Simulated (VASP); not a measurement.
Here is a VASP 6.6.1 calculation.

The input INCAR:

```
PREC = Accurate ; ENCUT = 520
EDIFF = 1E-8 ; ISMEAR = 0
SIGMA = 0.01 ; LREAL = F
LASPH = T ; NELM = 100
ALGO = Fast ; ISIF = 2
LWAVE = F ; LCHARG = T
GGA = PE ; IBRION = 8
NSW = 1 ; LEPSILON = T
```

File KPOINTS:

```
Automatic mesh
0
Gamma
  8 8 8
```

File POSCAR:

```
KF
1.0
    0.0000000000      2.7103322708      2.7103322708
    2.7103322708      0.0000000000      2.7103322708
    2.7103322708      2.7103322708      0.0000000000
K F
1 1
Direct
    0.0000000000      0.0000000000      0.0000000000
    0.5000000000      0.5000000000      0.5000000000
```

Potentials or basis: VASP PAW PBE potentials, release 64 (K_sv, F).

Run with:

```sh
$ cat potpaw_PBE.64/K_sv/POTCAR potpaw_PBE.64/F/POTCAR > POTCAR
$ mpirun -np 1 vasp_std > vasp.out
```

**Question.** Predict the electronic dielectric tensor (diagonal).

**Answer.** 1.96.

**Question.** Estimate the Born charges (mean of the diagonal).

**Answer.** K +1.13; F -1.13 e.

**Question.** Predict the highest phonon frequency at Γ, LO-TO splitting left out.

**Answer.** 167 cm⁻¹.

Electronic dielectric tensor:
```
1.96 0.00 0.00
0.00 1.96 0.00
0.00 0.00 1.96
```
